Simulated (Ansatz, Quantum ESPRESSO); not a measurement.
Given: the input of a run of Quantum ESPRESSO 7.5 on TiO2. The cell is a database's computed one, not the measured one.

pw.in

```
&CONTROL
  calculation = 'scf'
  prefix = 'pwscf'
  outdir = './tmp'
  pseudo_dir = './pseudo'
  tprnfor = .true.
  tstress = .true.
  disk_io = 'low'
/
&SYSTEM
  ibrav = 0
  nat = 12
  ntyp = 2
  ecutwfc = 55
  ecutrho = 440
  nbnd = 62
  occupations = 'smearing'
  smearing = 'fd'
  degauss = 0.00367493
/
&ELECTRONS
  conv_thr = 2.4d-09
  electron_maxstep = 120
  mixing_beta = 0.5
/
ATOMIC_SPECIES
Ti    47.8670 ti_pbe_v1.4.uspp.F.UPF
O     15.9990 O.pbe-n-kjpaw_psl.0.1.UPF
CELL_PARAMETERS angstrom
  -2.9731600000    3.2873690000    3.2874020000
   2.9731600000   -3.2873690000    3.2874020000
   2.9731600000    3.2873690000   -3.2874020000
ATOMIC_POSITIONS crystal
Ti     0.0000000000    0.5000000000    0.0000000000
Ti     0.0000000000    0.0000000000    0.5000000000
Ti     0.4952450000    0.2452450000    0.2500000000
Ti     0.5047550000    0.7547550000    0.7500000000
O      0.6950810000    0.6952300000    0.5001490000
O      0.6950810000    0.1949320000    0.9998510000
O      0.8045160000    0.7496170000    0.0548990000
O      0.1947180000    0.7496170000    0.4451010000
O      0.8052820000    0.2503830000    0.5548990000
O      0.3049190000    0.8050680000    0.0001490000
O      0.1954840000    0.2503830000    0.9451010000
O      0.3049190000    0.3047700000    0.4998510000
K_POINTS automatic
6 6 6 0 0 0
```

pp_density.in

```
&INPUTPP
  prefix = 'pwscf'
  outdir = './tmp'
  filplot = 'density.dat'
  plot_num = 0
/
&PLOT
  nfile = 1
  filepp(1) = 'density.dat'
  iflag = 3
  output_format = 6
  fileout = 'density.cube'
/
```

pp_potential.in

```
&INPUTPP
  prefix = 'pwscf'
  outdir = './tmp'
  filplot = 'potential.dat'
  plot_num = 11
/
&PLOT
  nfile = 1
  filepp(1) = 'potential.dat'
  iflag = 3
  output_format = 6
  fileout = 'potential.cube'
/
```

Potentials or basis: SSSP 1.3 efficiency PBE.

The run is started by

```sh
$ OMP_NUM_THREADS=1 mpirun -n 2 pw.x -nk 2 -in pw.in > pw.out
$ OMP_NUM_THREADS=1 mpirun -n 1 pp.x -in pp_density.in > pp_density.out
$ OMP_NUM_THREADS=1 mpirun -n 1 pp.x -in pp_potential.in > pp_potential.out
```

**Question.** Set up the same calculation for Ansatz 0.2.0. Potentials or basis there: Ansatz PAW, cutoff 420 eV.

**Answer.** As run (cutoffs and basis follow the program's own potentials, and thresholds, step limits or extra output files can differ):

File input.yaml:

```yaml
crystal:
  lattice:
    - [-2.97316, 3.287369, 3.287402]
    - [2.97316, -3.287369, 3.287402]
    - [2.97316, 3.287369, -3.287402]
  atoms:
    - { symbol: Ti, position: [0.0, 0.5, 0.0] }
    - { symbol: Ti, position: [0.0, 0.0, 0.5] }
    - { symbol: Ti, position: [0.495245, 0.245245, 0.25] }
    - { symbol: Ti, position: [0.504755, 0.754755, 0.75] }
    - { symbol: O, position: [0.695081, 0.69523, 0.500149] }
    - { symbol: O, position: [0.695081, 0.194932, 0.999851] }
    - { symbol: O, position: [0.804516, 0.749617, 0.054899] }
    - { symbol: O, position: [0.194718, 0.749617, 0.445101] }
    - { symbol: O, position: [0.805282, 0.250383, 0.554899] }
    - { symbol: O, position: [0.304919, 0.805068, 0.000149] }
    - { symbol: O, position: [0.195484, 0.250383, 0.945101] }
    - { symbol: O, position: [0.304919, 0.30477, 0.499851] }
hamiltonian:
  xc: pbe
  pseudopotentials: { kind: paw }
kpoints:
  mp_grid: { grid: [6, 6, 6] }
scf:
  occupations: { method: fermi_dirac, width: 0.05 }
output:
  forces: true
  stress: true
  eigenvalues: true
  write_density: true
  write_potential: true
  elf: true
  volumetric_format: npy
```

Potentials or basis: Ansatz PAW.

Launch:

```bash
$ ansatz run input.yaml --threads 4 --pin off --max-ram 11264MiB --backend cpu --events-out ev --progress --plain --runs-dir out
```

Both were run:

|  | Quantum ESPRESSO | Ansatz |
| --- | --- | --- |
| Pressure | -1.6 GPa | -1.4 GPa |
| Largest force | 0.061 eV/Å | 0.060 eV/Å |

Ansatz's pressure holds a Pulay term of +0.71 GPa for its cutoff of 420 eV, which the other run lacks.

Where Ansatz's input types no cutoff or centring, it takes its own default and a Γ-centred mesh.

Pressure is positive in compression.
